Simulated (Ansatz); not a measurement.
Mg₂Ge: one input, then a changed one

Structure from Materials Project entry mp-408 (possibly hypothetical), not relaxed further.

First run: DFT, PBEsol, all-electron LAPW, scalar-relativistic (Ansatz 0.2.0).

Command: `ansatz run input.yaml --threads 1 --pin off --max-ram 4096MiB --backend cpu --events-out ev --progress --plain --runs-dir out` The run took 11 s on 1 thread of Intel(R) Xeon(R) 6975P-C (Granite Rapids) (shared host).

```yaml
crystal:
  lattice:
    - [0.0, 3.1842959198, 3.1842959198]
    - [3.1842959198, 0.0, 3.1842959198]
    - [3.1842959198, 3.1842959198, 0.0]
  atoms:
    - { symbol: Mg, position: [0.75, 0.75, 0.75] }
    - { symbol: Mg, position: [0.25, 0.25, 0.25] }
    - { symbol: Ge, position: [0.0, 0.0, 0.0] }
kpoints:
  mp_grid: { grid: [9, 9, 9] }
  band_path:
    path:
      - [0.0, 0.0, 0.0]
      - [0.5, 0.0, 0.5]
      - [0.625, 0.25, 0.625]
      - [0.375, 0.375, 0.75]
      - [0.0, 0.0, 0.0]
      - [0.5, 0.5, 0.5]
      - [0.5, 0.25, 0.75]
      - [0.5, 0.0, 0.5]
    npoints: 14
scf:
  occupations: { method: fermi_dirac, width: 0.08 }
hamiltonian:
  xc: pbesol
  pseudopotentials: { kind: all_electron, lapw: { basis_error: 0.0005 } }
output:
  forces: true
  stress: true
  eigenvalues: true
  populations: true
  dos: { projected: true, de: 0.2, e_range: [-14, 8] }
```

Result: converged; pressure -0.14 GPa; gap on the k mesh 0.17 eV (the mesh can miss the band edges); 7 SCF iterations.

The input is then changed:

```diff
@@ -9,5 +9,5 @@
     - { symbol: Ge, position: [0.0, 0.0, 0.0] }
 kpoints:
-  mp_grid: { grid: [9, 9, 9] }
+  mp_grid: { grid: [14, 14, 14] }
   band_path:
     path:
@@ -31,4 +31,3 @@
   eigenvalues: true
   populations: true
-  dos: { projected: true, de: 0.2, e_range: [-14, 8] }
```

Question: What does the second run give?

Answer: It converged; energy at zero smearing -0.8 meV/atom from the first run; pressure -0.12 GPa; gap on the k mesh 0.09 eV; 7 SCF iterations.

The results part of its log:

```
SCF 1 converged in 7 iterations: F = -67954.987689 eV  dr2 = 7.80e-10
NSCF: frozen V_eff on 99 k-points
SCF converged after 7 iterations
Free energy (F): -67954.987689 eV
Harris-Foulkes:  -67954.987689 eV  (|F-HF|=7.57e-10)
Internal energy: -67954.984950 eV  (E = F + TS)
E sigma→0 (E₀):  -67954.986320 eV
Entropy (-TS):   -0.002739 eV (-0.913 meV/atom)
Fermi energy:    7.299652 eV
--- Per-component energies (eV) ---
  E_band       = -1764.540608
  E_kinetic    = 69157.334295
  E_xc         = -3000.071652
  E_electrostatic = -134112.247593  (all electrons and nuclei)
  E_smearing   = -0.002739  (= −TS)
  E_closure    = 0.000000  (closes the sum)
  E_atoms      = -67945.781401  (free atoms, spherical and without spin; not in F)
  Σ components = -67954.987689   (vs F -67954.987689, Δ=0.00e0)
  Basis errors (estimates in eV, not in F): energy 1.9e-4 per atom: plane waves 1.7e-4 (9.5e-5 summed), levels above the bands 8.6e-30, relativity 2.7e-9, radial functions 2.1e-5, core shells 2.9e-14; eigenvalues (radial functions only) 5.9e-6; not estimated: angular momenta, meshes, grids; target (lapw.basis_error) 5.0e-4; muffin-tin radii Mg 1.288 Å, Ge 1.470 Å
--- Forces (eV/Å), atoms counted from 1 ---
  atom   1  Mg    -0.00000000    -0.00000000     0.00000000
  atom   2  Mg    -0.00000000     0.00000000     0.00000000
  atom   3  Ge    -0.00000000     0.00000000     0.00000000
  max |Σ_I F_I| component: 1.39e-17 eV/Å
--- Stress (GPa, compression-positive) ---
       -0.121391      -0.000000      -0.000000
       -0.000000      -0.121391       0.000000
       -0.000000       0.000000      -0.121391
  P = ⅓ Tr σ = -0.1214 GPa (-1.214 kbar)
--- Band table (eV; the first three rows and the last of 104) ---
  k-point 0: bands = ["-155.2023", "-102.5083", "-102.5083", "-102.5083", "-68.5332", "-68.5301", "-35.4868", "-35.4868", "-35.4868", "-35.4726", "-35.4726", "-35.4726", "-16.4841", "-16.4841", "-16.4841", "-16.4662", "-16.4662", "-2.5947", "7.1887", "7.1887", "7.1887", "8.2130", "10.0255", "10.0255", "10.0255", "13.3085"]
  k-point 1: bands = ["-155.2023", "-102.5083", "-102.5083", "-102.5083", "-68.5331", "-68.5301", "-35.4867", "-35.4867", "-35.4867", "-35.4728", "-35.4727", "-35.4727", "-16.4841", "-16.4841", "-16.4841", "-16.4662", "-16.4662", "-2.5516", "6.5606", "7.1320", "7.1320", "8.6356", "10.1295", "10.1295", "10.1322", "12.8843"]
  k-point 2: bands = ["-155.2023", "-102.5083", "-102.5083", "-102.5083", "-68.5330", "-68.5302", "-35.4862", "-35.4862", "-35.4862", "-35.4733", "-35.4733", "-35.4733", "-16.4842", "-16.4839", "-16.4839", "-16.4661", "-16.4661", "-2.4248", "5.5877", "6.9922", "6.9922", "8.8376", "10.3626", "10.3626", "10.6833", "12.4018"]
  k-point 103: bands = ["-155.2023", "-102.5083", "-102.5083", "-102.5083", "-68.5317", "-68.5315", "-35.4898", "-35.4893", "-35.4818", "-35.4779", "-35.4705", "-35.4702", "-16.4842", "-16.4834", "-16.4820", "-16.4665", "-16.4654", "-0.8575", "3.2843", "3.7571", "4.4866", "9.6011", "10.3360", "11.2824", "11.6966", "15.5178"]
--- Löwdin populations: 3 sites ---
  site symbol       q [e]
     0     Mg     10.6811
     1     Mg     10.6811
     2     Ge     34.3077
  spilling = 0.005893 (of n_electrons = 56.000000)
```
